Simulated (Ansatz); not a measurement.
Reactions of CH7ClOSSi2 (`CO[SiH2]S[SiH2]Cl`).

Program: Ansatz. Geometries: PBE0-D4/def2-TZVP. ΔE: electronic, gas phase. CCSD(T)/CBS adds triple-zeta CCSD(T) − MP2 to the extrapolated MP2 energy (def2 sets, frozen cores). This one scheme is used for every species. Functionals use def2-TZVPP. B3LYP here is the variant with VWN-RPA as its local correlation; programs differ in this. For Ge outer-core shells are correlated without core-valence functions, which leaves a few kJ/mol of doubt a bond. Scalar relativity is left out up to krypton. One conformer a species, not always the lowest.

```tsv
reaction	B3LYP-D4 (kJ/mol)	ωB97X-V (kJ/mol)	CCSD(T)/CBS(def2) (kJ/mol)
`CO[SiH2]S[SiH2]Cl` + `CC1B[SiH2]1` → `CO[SiH2]S[SiH3]` + `CC1[SiH2]B1Cl`	13	10	15
`CO[SiH2]S[SiH2]Cl` + `[SiH3][S][GeH3]` → `CO[SiH2]S[SiH3]` + `Cl[SiH2][S][GeH3]`	3	1	-1
`CO[SiH2]S[SiH2]Cl` + `COCC=O` → `CO[SiH2]S[SiH2]OC` + `O=CCCl`	-5	-2	-6
`CO[SiH2]S[SiH2]Cl` + CH₃NH₂ → `CN[SiH2]Cl` + `CO[SiH2]S`	4	2	4
`CO[SiH2]S[SiH2]Cl` + `O[SiH](Cl)Cl` → `Cl[SiH2]O[SiH](Cl)Cl` + `CO[SiH2]S`	-46	-45	-45
`CO[SiH2]S[SiH2]Cl` + `CC(=O)O` → `CO[SiH2]OC(C)=O` + `S[SiH2]Cl`	-24	-26	-27
`CO[SiH2]S[SiH2]Cl` + `O[SiH2]S` → `CO[SiH2]S[SiH2]O` + `S[SiH2]Cl`	-9	-9	-9
`CO[SiH2]S[SiH2]Cl` + `[SiH2]1[SiH2][SiH2]1` → `C[SiH]1[SiH2][SiH2]1` + `O[SiH2]S[SiH2]Cl`	-90	-91	-99
`CO[SiH2]S[SiH2]Cl` + `F[SiH](F)S` → `CO[SiH2]S[SiH](F)F` + `S[SiH2]Cl`	0	-2	-1
`CO[SiH2]S[SiH2]Cl` + `F[SiH](F)[S][GeH3]` → `CO[SiH2]S[SiH](F)F` + `Cl[SiH2][S][GeH3]`	8	6	5
```

Largest T1 diagnostic: 0.015, for `[SiH2]1[SiH2][SiH2]1`.
